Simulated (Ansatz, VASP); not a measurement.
# Cross-check of AgI between VASP and Ansatz

Aim: how closely do two programs agree when they are given the same cell, functional and k mesh?

Main program and level: Ansatz 0.2.0; plane waves, with VASP 6.6.1 beside it; single point at PBE, dielectric response at PBE and single point at LDA.

The database entry behind the starting cell differs from later determinations by our own check (about 0.3 % short), so it need not match the best structure at ambient conditions.

### Step 1. Starting point

Symmetry: F-43m, No. 216, cubic system. Conventional cell: a = 6.473 Å, b = 6.473 Å, c = 6.473 Å, α = 90.00°, β = 90.00°, γ = 90.00°. Nearest to I lie 4 Ag at 2.80 Å. Nearest to Ag lie 4 I at 2.80 Å. Farther neighbours and most contacts between anions are not listed.

Coordinates:

```cif
data_structure
_symmetry_space_group_name_H-M 'P 1'
_symmetry_Int_Tables_number 1
_cell_length_a 4.5771
_cell_length_b 4.5771
_cell_length_c 4.5771
_cell_angle_alpha 60.000
_cell_angle_beta 60.000
_cell_angle_gamma 60.000
_cell_volume 67.80
loop_
_atom_site_label
_atom_site_type_symbol
_atom_site_fract_x
_atom_site_fract_y
_atom_site_fract_z
_atom_site_occupancy
I1 I 0.75000 0.75000 0.75000 1
Ag2 Ag 0.00000 0.00000 0.00000 1
```

### Step 2. VASP: single point, PBE

A single point gives forces, pressure and levels at one fixed geometry, so differences don't come from the geometry; what else differs is listed under the comparison.

Lines of VASP's logs that name or quote its potential files are left out, and so is its time.

Input file INCAR:

```
SYSTEM = AgI
PREC = Accurate
ENCUT = 400
EDIFF = 1E-07
NELM = 100
ISMEAR = 0
SIGMA = 0.05
LREAL = .FALSE.
ALGO = Normal
GGA = PE
NBANDS = 40
LASPH = .TRUE.
LWAVE = .FALSE.
LCHARG = .FALSE.
KPAR = 4
LOPTICS = .TRUE.
NEDOS = 2000
CSHIFT = 0.1
```

Input file POSCAR:

```
AgI
1.0
    0.0000000000      3.2365000000      3.2365000000
    3.2365000000      0.0000000000      3.2365000000
    3.2365000000      3.2365000000      0.0000000000
I Ag
1 1
Direct
    0.7500000000      0.7500000000      0.7500000000
    0.0000000000      0.0000000000      0.0000000000
```

Input file KPOINTS:

```
Automatic mesh
0
Gamma
9 9 9
0 0 0
```

PAW data sets: I and Ag (PBE family, release 64).

The run is started by

```
> mpirun -np 4 vasp_std
```

Numbers of over 12 decimals in the logs are rounded to 6 here.

What it wrote:

```text
[banner, memory and clock lines left out]
running    4 mpi-ranks, on    1 nodes
 distrk:  each k-point on    1 cores,    4 groups
 distr:  one band on    1 cores,    1 groups

 POSCAR found type information on POSCAR I Ag
 POSCAR found :  2 types and       2 ions
 LDA part: xc-table for (Slater+PW92), standard interpolation
 POSCAR, INCAR and KPOINTS ok, starting setup
 FFT: planning ... GRIDC
 FFT: planning ... GRID_SOFT
 FFT: planning ... GRID
 WAVECAR not read
 entering main loop
       N       E                     dE             d eps       ncg     rms          rms(c)
DAV:   1     0.103870111313E+03    0.10387E+03   -0.54721E+03  2824   0.306E+02
DAV:   2    -0.209364924535E+00   -0.10408E+03   -0.90084E+02  3408   0.103E+02
DAV:   3    -0.480920204299E+01   -0.45998E+01   -0.45535E+01  3496   0.224E+01
DAV:   4    -0.485034152102E+01   -0.41139E-01   -0.41128E-01  3304   0.210E+00
DAV:   5    -0.485115841897E+01   -0.81690E-03   -0.81688E-03  3496   0.291E-01    0.536E+00
DAV:   6    -0.476317941302E+01    0.87979E-01   -0.76151E-02  3336   0.279E+00    0.388E+00
DAV:   7    -0.476028977543E+01    0.28896E-02   -0.10846E-02  3576   0.324E-01    0.178E+00
DAV:   8    -0.476038265128E+01   -0.92876E-04   -0.15406E-03  3360   0.131E-01    0.902E-02
DAV:   9    -0.476051620816E+01   -0.13356E-03   -0.10664E-04  3456   0.408E-02    0.396E-02
DAV:  10    -0.476057067153E+01   -0.54463E-04   -0.23847E-05  3360   0.192E-02    0.147E-02
DAV:  11    -0.476058122628E+01   -0.10555E-04   -0.66890E-06  3376   0.813E-03    0.852E-03
DAV:  12    -0.476058366640E+01   -0.24401E-05   -0.14378E-06  3352   0.429E-03    0.282E-03
DAV:  13    -0.476058375869E+01   -0.92286E-07   -0.29698E-07  3384   0.170E-03
   1 F= -.47605838E+01 E0= -.47605838E+01  d E =-.261804E-11
 optical routines
 imaginary and real dielectric function
 recalculating local potential from charge density
 direction            1
 direction            2
 direction            3
```

From OUTCAR (step 2):

```text
ion  position               nearest neighbor table
   1  0.750  0.750  0.750-   2 2.80   2 2.80   2 2.80   2 2.80
   2  0.000  0.000  0.000-   1 2.80   1 2.80   1 2.80   1 2.80

  LATTYP: Found a face centered cubic cell.
 ALAT       =     6.4730000000

 Subroutine GETGRP returns: Found 24 space group operations
 (whereof 24 operations were pure point group operations)

The static configuration has the point symmetry T_d .

 Found     35 irreducible k-points:

   k-points           NKPTS =     35   k-points in BZ     NKDIM =     35   number of bands    NBANDS=     40

   dimension x,y,z NGX =    30 NGY =   30 NGZ =   30
   dimension x,y,z NGXF=    60 NGYF=   60 NGZF=   60

   ENCUT  =  400.0 eV  29.40 Ry    5.42 a.u.   7.46  7.46  7.46*2*pi/ulx,y,z

   NELECT =      18.0000    total number of electrons

 k-points in reciprocal lattice and weights: Automatic mesh
   0.00000000  0.00000000  0.00000000       0.001
   0.11111111  0.00000000  0.00000000       0.011
   0.22222222  0.00000000  0.00000000       0.011
   0.33333333  0.00000000  0.00000000       0.011
   0.44444444  0.00000000  0.00000000       0.011
   0.11111111  0.11111111  0.00000000       0.008
   0.22222222  0.11111111  0.00000000       0.033
   0.33333333  0.11111111  0.00000000       0.033
   0.44444444  0.11111111  0.00000000       0.033
[...]
-0.33333333  0.44444444  0.11111111       0.033
  -0.33333333  0.44444444  0.22222222       0.033

 average (electrostatic) potential at core
       1 -92.6312       2 -74.5935

 E-fermi :   3.4552

 k-point     1 :       0.0000    0.0000    0.0000
  band No.  band energies     occupation
    ...
      5       0.1282      2.00000
      6       0.1282      2.00000
      7       3.2454      2.00000
      8       3.2454      2.00000
      9       3.2454      2.00000
     10       4.5872      0.00000
     11       8.9776      0.00000
     12       8.9776      0.00000
     13       8.9776      0.00000
     14      12.1863      0.00000
    ...

 k-point     2 :       0.1111    0.0000    0.0000
  band No.  band energies     occupation
    ...
      5       0.1250      2.00000
      6       0.1250      2.00000
      7       2.6619      2.00000
      8       3.1553      2.00000
      9       3.1553      2.00000
     10       5.1160      0.00000
     11       8.7940      0.00000
     12       9.1190      0.00000
     13       9.1190      0.00000
     14      12.7444      0.00000
    ...

 k-point     3 :       0.2222    0.0000    0.0000
  band No.  band energies     occupation
    ...
      5       0.1234      2.00000
      6       0.1234      2.00000
      7       1.7367      2.00000
      8       2.9349      2.00000
      9       2.9349      2.00000
     10       5.7588      0.00000
     11       8.8347      0.00000
     12       9.3885      0.00000
     13       9.3885      0.00000
     14      12.4575      0.00000
    ...

  Total        0.8694644      0.8694644      0.8694644      0.0000000      0.0000000      0.0000000
  in kB       20.5449729     20.5449729     20.5449729      0.0000000      0.0000000      0.0000000
  external PRESSURE =      20.5449729 kB  Pullay stress =       0.0000000 kB

  energy-cutoff  :      400.00
  volume of cell :       67.80
      direct lattice vectors                 reciprocal lattice vectors
     0.000000000  3.236500000  3.236500000    -0.154487873  0.154487873  0.154487873
     3.236500000  0.000000000  3.236500000     0.154487873 -0.154487873  0.154487873
     3.236500000  3.236500000  0.000000000     0.154487873  0.154487873 -0.154487873

 POSITION                                       TOTAL-FORCE (eV/Angst)
 -----------------------------------------------------------------------------------
      4.85475      4.85475      4.85475        -0.000000     -0.000000     -0.000000
      0.00000      0.00000      0.00000         0.000000      0.000000      0.000000
 -----------------------------------------------------------------------------------
    total drift:                               -0.000000     -0.000000     -0.000000

  FREE ENERGIE OF THE ION-ELECTRON SYSTEM (eV)
  ---------------------------------------------------
  free  energy   TOTEN  =        -4.7605837587 eV

  energy  without entropy=       -4.7605837587  energy(sigma->0) =       -4.76058376

 plasma frequency squared (from intraband transitions) (eV^2)
  --------------------------------------------------------------------------------------
       0.000       0.000       0.000
       0.000       0.000       0.000
       0.000       0.000       0.000

[... 3 further parts left out ...]
```

### Step 3. Ansatz: single point, PBE

Ansatz runs on its default PAW (the set named soft_2) files.

The same cell, functional, mesh and smearing now go to Ansatz, which takes its cutoff from its data sets.

Input file input.yaml:

```yaml
crystal:
  lattice:
    - [0.0, 3.2365, 3.2365]
    - [3.2365, 0.0, 3.2365]
    - [3.2365, 3.2365, 0.0]
  atoms:
    - { symbol: I, position: [0.75, 0.75, 0.75] }
    - { symbol: Ag, position: [0.0, 0.0, 0.0] }
hamiltonian:
  xc: pbe
  pseudopotentials: { kind: paw }
kpoints:
  mp_grid: { grid: [9, 9, 9] }
scf:
  occupations: { method: gaussian, width: 0.05 }
  n_extra_bands: 4
output:
  forces: true
  stress: true
  eigenvalues: true
```

The run is started by

```
> ansatz run input.yaml --threads 2 --pin off --max-ram 4608MiB --backend cpu --events-out ev --progress --plain --runs-dir out
```

What it wrote:

```text
scf.n_extra_bands = 4 over 18 filled bands (N_el = 36.0): the run solves 22 bands
Engine: ansatz 0.2.0, x86_64-unknown-linux-gnu
Pseudopotentials: kind: paw
Pseudopotential: I, paw, valence charge 17, recommended cutoff 420 eV (normal), I.paw.azcp
Pseudopotential: Ag, paw, valence charge 19, recommended cutoff 420 eV (normal), Ag.paw.azcp
Functional definition: PBE
  parameter kappa = 0.804
  parameter beta = 0.066725
  exchange = pbe_x(kappa = kappa, mu = beta*pi^2/3)
  correlation = pbe_c(beta = beta)
Crystal: 2 atoms, lattice volume = 67.804 Å³
Basis set: ecut = 420 eV, 1363 PW (Γ), exchange–correlation on 64×64×64 points (8 copies of the dense FFT grid, shifted against one another)
Bands: 22, of which v1, the nominal top of the filled ones, is band 18 counted from 1 (17 counted from 0)
Symmetry: 24 space group operations
Space group: F-43m (ITA 216), of the structure as read, at distance tolerance 4.1e-5 Å
k-points: 35 of 729 (time reversal used)
Non-local potential: I, projectors of the file, l = 0: 2, l = 1: 2, l = 2: 2, l = 3: 2
Non-local potential: Ag, projectors of the file, l = 0: 3, l = 1: 2, l = 2: 2, l = 3: 1
PAW form: soft (Blöchl's): semilocal exchange-correlation on the pseudo side does not see the compensation charge
PAW one-centre angular grid: I, 590 points (default); XC on 64 Gauss nodes
PAW one-centre angular grid: Ag, 590 points (default); XC on 64 Gauss nodes
Initial density: superposition of atomic densities (neutral atoms: chi_scale 0, normalization atom), corrected by the library's trained network
Initial wavefunctions: pseudopotential atomic-orbital guess
Functional: x = pbe(κ = 0.804, μ = 0.219515), c = pbe(β = 0.066725)
SCF iter   1: F=—  HF=-15103.974984 eV  |F-HF|=—  |Δ(HF+E_count)|=         —  Δρ=9.39e-4  dr2=1.11e-3  ethr=1.77e-3  ⟨swp⟩=6.2  Hψ=3781  notcnv=0
preconditioner: auto → none  [insulator: Δε(μ)=1.337 eV  Ē_g=9.690 eV  σ=0.050 eV  W_gap=1.00  n_scr=14 (ndim 8)  ℏωp=19.1 eV  f_vac=0.216  D(μ)=0.00/eV (n_scr^D=0)  ε∞_Penn≈4.9]
SCF iter   2: F=—  HF=-15103.975005 eV  |F-HF|=—  |Δ(HF+E_count)|=   2.12e-5  Δρ=6.95e-4  dr2=2.96e-4  ethr=3.08e-6  ⟨swp⟩=3.1  Hψ=1645  notcnv=0
SCF iter   3: F=—  HF=-15103.975025 eV  |F-HF|=—  |Δ(HF+E_count)|=   2.00e-5  Δρ=2.64e-4  dr2=4.14e-5  ethr=8.22e-7  ⟨swp⟩=2.0  Hψ=1365  notcnv=0
SCF iter   4: F=—  HF=-15103.975051 eV  |F-HF|=—  |Δ(HF+E_count)|=   2.54e-5  Δρ=1.23e-4  dr2=9.95e-6  ethr=1.15e-7  ⟨swp⟩=2.0  Hψ=1036  notcnv=0
SCF iter   5: F=—  HF=-15103.975066 eV  |F-HF|=—  |Δ(HF+E_count)|=   1.49e-5  Δρ=3.46e-5  dr2=7.21e-7  ethr=2.76e-8  ⟨swp⟩=2.0  Hψ=1085  notcnv=0
SCF iter   6: F=-15103.975067 eV  HF=-15103.975067 eV  |F-HF|=4.09e-8  |Δ(HF+E_count)|=   1.14e-6  Δρ=5.13e-6  dr2=1.98e-8  ethr=2.78e-10  ⟨swp⟩=4.6  Hψ=3851  notcnv=0
SCF 1 converged in 6 iterations: F = -15103.975067 eV  dr2 = 1.98e-8
  greatest PAW one-centre occupation: 1.000 electrons in one spin orbital (limit 2), on the Ag atom at site 1 (counted from 0), in its partial waves of l = 0
SCF converged after 6 iterations
Free energy (F): -15103.975067 eV
Harris-Foulkes:  -15103.975067 eV  (|F-HF|=4.09e-8)
Internal energy: -15103.975067 eV  (E = F + TS)
E sigma→0 (E₀):  -15103.975067 eV
Fermi energy:    7.627698 eV
--- Per-component energies (eV) ---
  E_band       = -775.793535
  E_kinetic    = 717.272400
  E_local      = -5487.953256  (includes V_loc(G=0)·N_el)
  E_nonlocal   = -8.113878
  E_hartree    = 2598.612362
  E_xc         = -311.757045
  E_vxc        = -361.896240  (∫ρ·V_xc dr)
  E_paw        = -8721.027282  (= ΣΔE_a)
  E_vpaw       = -832.327776  (= ΣTr[D̂ρ^β])
  E_aug_tail   = 0.000282  (compensation charges beyond the density's cutoff)
  E_ewald      = -3891.008651
  E_smearing   = -0.000000  (= −TS)
  E_closure    = 0.000000  (closes the sum)
  Σ components = -15103.975067   (vs F -15103.975067, Δ=0.00e0)
--- Forces (eV/Å), atoms counted from 1 ---
  atom   1  I      0.00000000    -0.00000000    -0.00000000
  atom   2  Ag    -0.00000000    -0.00000000    -0.00000000
  max |Σ_I F_I| component: 1.62e-17 eV/Å
--- Stress (GPa, compression-positive) ---
        2.231002      -0.000000      -0.000000
        0.000000       2.231002       0.000000
       -0.000000       0.000000       2.231002
  P = ⅓ Tr σ = 2.2310 GPa (22.310 kbar)
--- Band table (eV; the first three rows and the last of 35) ---
  k-point 0: bands = [... 14 lower, 3.8447, 6.9569, 6.9569, 6.9569, 8.2964, 12.7083, 12.7083, 12.7083]
  k-point 1: bands = [... 14 lower, 3.8415, 6.3740, 6.8668, 6.8668, 8.8251, 12.5202, 12.8504, 12.8504]
  k-point 2: bands = [... 14 lower, 3.8399, 5.4500, 6.6464, 6.6464, 9.4684, 12.5557, 13.1211, 13.1211]
  k-point 34: bands = [... 14 lower, 3.9942, 4.2112, 4.8447, 5.3759, 11.6373, 12.1000, 13.2351, 14.4846]
```

The job ended after 2.2 s (2 threads of Intel Xeon at 2.80GHz (Skylake/Cascade Lake), shared host; peak memory 0.43 GiB).

Reading the cycles: dr2 is the Hartree energy of the density residual (eV), the measure of convergence; HF is the Harris–Foulkes estimate of the energy, which meets the free energy F at convergence.

The run ends at a pressure of 2.23 GPa.

### Step 4. Side by side

Known differences besides the potentials themselves: the data sets hold 36 valence electrons in Ansatz (default PAW (the set named soft_2) files) and 18 in VASP; the cutoff is 420 eV in Ansatz and 400 eV in VASP. Total energies have different zeros and are not compared.

Both answers:

```tsv
quantity	Ansatz	VASP	difference
pressure (GPa)	2.23	2.05	+0.18
gap on the k mesh (eV)	1.339	1.342	-0.002
```

A gap on the mesh is an upper bound, since the band edges may lie between its points.

### Step 5. Ansatz: dielectric response, PBE

The response to a field tests empty states and converges slowly with the mesh.

input.yaml, the sections that differ from step 3:

```yaml
scf:
  occupations: { method: fixed }
dielectric:
  method: response
# crystal, hamiltonian, kpoints: as in step 3
# output: removed
```

What it wrote:

```text
[...]
Crystal: 2 atoms, lattice volume = 67.804 Å³
Basis set: ecut = 420 eV, 1363 PW (Γ), exchange–correlation on 64×64×64 points (8 copies of the dense FFT grid, shifted against one another)
Bands: 22, of which v1, the nominal top of the filled ones, is band 18 counted from 1 (17 counted from 0)
Symmetry: 24 space group operations
k-points: 125 of 729 (irreducible under 4 space group operations, time reversal used)
[...]
site 0:
        -1.21432   -0.00000   -0.00000
         0.00000   -1.21432   -0.00000
         0.00000   -0.00000   -1.21432
    site 1:
         1.21432    0.00000    0.00000
        -0.00000    1.21432    0.00000
        -0.00000    0.00000    1.21432
  Z* charge neutrality: 5.284e-4 e pre-enforcement
  solved inside a basis spanned on kpoints, on 10×10×10 k-points, its susceptibility summed on 14×14×14: ε∞ is read to err by 1.4e-2, Z* by 2.0e-2 e (field_mesh: kpoints solves on kpoints); Z* is corrected for what the basis lacks
[key lines of the parts left out:]
SCF converged after 8 iterations
Free energy (F): -15103.975067 eV
Fermi energy:    6.956891 eV
```

Wall time 63 s (2 threads); peak memory 0.97 GiB; 2.1 min of CPU time.

### Step 6. VASP: dielectric response, PBE

The same cell, functional and mesh now go to VASP, with its own data sets and cutoff.

Input file INCAR:

```
SYSTEM = AgI
PREC = Accurate
ENCUT = 400
EDIFF = 1E-08
NELM = 100
ISMEAR = 0
SIGMA = 0.01
LREAL = .FALSE.
ALGO = Normal
GGA = PE
NBANDS = 15
LASPH = .TRUE.
LWAVE = .FALSE.
LCHARG = .FALSE.
KPAR = 4
LEPSILON = .TRUE.
```

POSCAR is that of step 2.

KPOINTS is that of step 2.

The run is started by

```
> mpirun -np 4 vasp_std
```

What it wrote:

```text
[... set-up lines as in an earlier step ...]
 entering main loop
       N       E                     dE             d eps       ncg     rms          rms(c)
DAV:   1     0.756502165849E+02    0.75650E+02   -0.67572E+03  1114   0.808E+02
DAV:   2    -0.219363480611E+01   -0.77844E+02   -0.73693E+02  1309   0.180E+02
DAV:   3    -0.480847269962E+01   -0.26148E+01   -0.26106E+01  1267   0.342E+01
DAV:   4    -0.485108415913E+01   -0.42611E-01   -0.42610E-01  1645   0.414E+00
[...]
DAV:  14    -0.476058383878E+01   -0.51525E-07   -0.21792E-07  1226   0.427E-03    0.385E-03
DAV:  15    -0.476058386419E+01   -0.25405E-07   -0.15204E-08  1071   0.128E-03    0.174E-03
DAV:  16    -0.476058387007E+01   -0.58826E-08   -0.24266E-08  1211   0.994E-04
   1 F= -.47605839E+01 E0= -.47605839E+01  d E =-.136022E-32
 Linear response reoptimize wavefunctions to high precision
DAV:   1    -0.476058385661E+01    0.13460E-07   -0.16570E-09  1025   0.292E-04
DAV:   2    -0.476058385666E+01   -0.46612E-10   -0.10330E-10   665   0.748E-05
 Linear response G [H, r] |phi>, progress :
  Direction:   1
[...]
RMM:  11    -0.883107293530E+00    0.92321E-06   -0.32070E-07  6083   0.274E-04    0.397E-05
RMM:  12    -0.883106892206E+00    0.40132E-06   -0.15192E-07  4711   0.895E-05    0.519E-06
 change of polarisation eV/A/(eV/A) component  2 :     0.272     1.632     0.091
 dielectric tensor                  component  2 :     0.726     5.356     0.242
 Linear response to external field, progress :
  Direction:   3
       N       E                     dE             d eps       ncg     rms          rms(c)
RMM:   1    -0.835288664430E+00   -0.83529E+00   -0.32215E+00  7825   0.326E+00
RMM:   2    -0.881784761837E+00   -0.46496E-01   -0.13405E-02  6154   0.567E-01    0.160E+00
RMM:   3    -0.837102206419E+00    0.44683E-01   -0.39461E-02  5861   0.981E-01    0.844E-01
RMM:   4    -0.859822956006E+00   -0.22721E-01   -0.41892E-02  6001   0.103E+00    0.176E-01
[...]
RMM:  10    -0.883108025858E+00   -0.63180E-05    0.50277E-07  6439   0.895E-04    0.136E-04
RMM:  11    -0.883107162981E+00    0.86288E-06   -0.47755E-08  6062   0.274E-04    0.396E-05
RMM:  12    -0.883106751484E+00    0.41150E-06    0.43088E-08  4737   0.898E-05    0.521E-06
 change of polarisation eV/A/(eV/A) component  3 :     0.211     0.233     1.632
 dielectric tensor                  component  3 :     0.564     0.623     5.356
 Born effective charges drift removed
```

OUTCAR, selected parts (step 6):

```text
  Total        0.8696500      0.8696500      0.8696500      0.0000000      0.0000000      0.0000000
  in kB       20.5493569     20.5493569     20.5493569      0.0000000      0.0000000      0.0000000
  external PRESSURE =      20.5493569 kB  Pullay stress =       0.0000000 kB

 POSITION                                       TOTAL-FORCE (eV/Angst)
 -----------------------------------------------------------------------------------
      4.85475      4.85475      4.85475         0.000000      0.000000      0.000000
      0.00000      0.00000      0.00000        -0.000000     -0.000000     -0.000000
 -----------------------------------------------------------------------------------
    total drift:                               -0.000000     -0.000000     -0.000000

 MACROSCOPIC STATIC DIELECTRIC TENSOR (including local field effects in DFT)
 ------------------------------------------------------
           5.356122     0.000000    -0.000000
           0.000000     5.356122     0.000000
          -0.000000     0.000000     5.356122
 ------------------------------------------------------

[... 1 part as in an earlier step ...]

[... 1 further part left out ...]
```

The dielectric response converges more slowly with the mesh than energies do, so tensor and charges may still move on a finer one.

### Step 7. Comparison

What differs besides the data sets and the points named for the pairs above, as far as they apply: VASP's response is taken on the typed mesh, Ansatz refines its own for the field response alone. Total energies have different zeros and are not compared.

The two programs side by side:

```tsv
quantity	Ansatz	VASP	difference
ε∞ xx	5.35	5.36	-0.17 %
ε∞ yy	5.35	5.36	-0.17 %
ε∞ zz	5.35	5.36	-0.17 %
Born charge of I1 (mean of the diagonal) (e)	-1.21	-1.22	0.00
Born charge of Ag2 (mean of the diagonal) (e)	1.21	1.22	0.00
```

(Continued in part 2 of 2.)

[Lines on the potential files, build, host, timing and source positions are cut from VASP's logs without a mark.]

[Logs are printed without paths, hosts, clocks, repeated set-up lines and the standing remarks that a program may print on its own settings, such as how far it seeks lower states.]

[Hosts, paths, dates, database ids (printed as entryN), source tags and the programs' standing remarks are cut or masked in the printed files.]
